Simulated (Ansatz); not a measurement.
Relaxing Na

Method: Ansatz, DFT PBE, scalar-relativistic, plane waves, PAW. Cutoff 420 eV, Γ-centred k mesh, Gaussian smearing, no spin polarisation in the final step.

The start puts Na on the beta-tin structure type (I4_1/amd, No. 141), at a guessed volume.

```yaml
crystal:
  lattice:
    - [-3.26339, 3.26339, 1.78024]
    - [3.26339, -3.26339, 1.78024]
    - [3.26339, 3.26339, -1.78024]
  atoms:
    - { symbol: Na, position: [0.00000, 0.00000, 0.00000] }
    - { symbol: Na, position: [0.75000, 0.25000, 0.50000] }
```

Cell and atoms relax at zero pressure; the relaxation can't lower the symmetry of the start.

Energies count from the standard state of Na at the same level.

Problem. Which crystal results?

Solution. It keeps I4_1/amd (No. 141). The result has the beta-tin structure. Conventional cell: a = 6.568 Å, c = 3.561 Å. Na has 6 Na at 3.40–3.56 Å.

```cif
data_structure
_symmetry_space_group_name_H-M 'I4_1/amd:1'
_symmetry_Int_Tables_number 141
_cell_length_a 6.5684
_cell_length_b 6.5684
_cell_length_c 3.5612
_cell_angle_alpha 90.000
_cell_angle_beta 90.000
_cell_angle_gamma 90.000
_cell_volume 153.64
loop_
_atom_site_label
_atom_site_type_symbol
_atom_site_symmetry_multiplicity
_atom_site_Wyckoff_symbol
_atom_site_fract_x
_atom_site_fract_y
_atom_site_fract_z
_atom_site_occupancy
Na1 Na 4 a 0.00000 0.00000 0.00000 1
```

Problem. What are its volume, energy, density and gap?

Solution. The volume per atom is 38.41 Å³ and the density is 0.99 g/cm³. The energy over the standard structure is 0.07 eV/atom. The gap on the 18×18×18 mesh is 0 eV (a metal).

The final run used a 18×18×18 mesh on its 2-atom cell and 0.10 eV smearing. The k mesh leaves about 4 meV/atom of noise in metals. A structure relaxed within its symmetry needn't be a true minimum.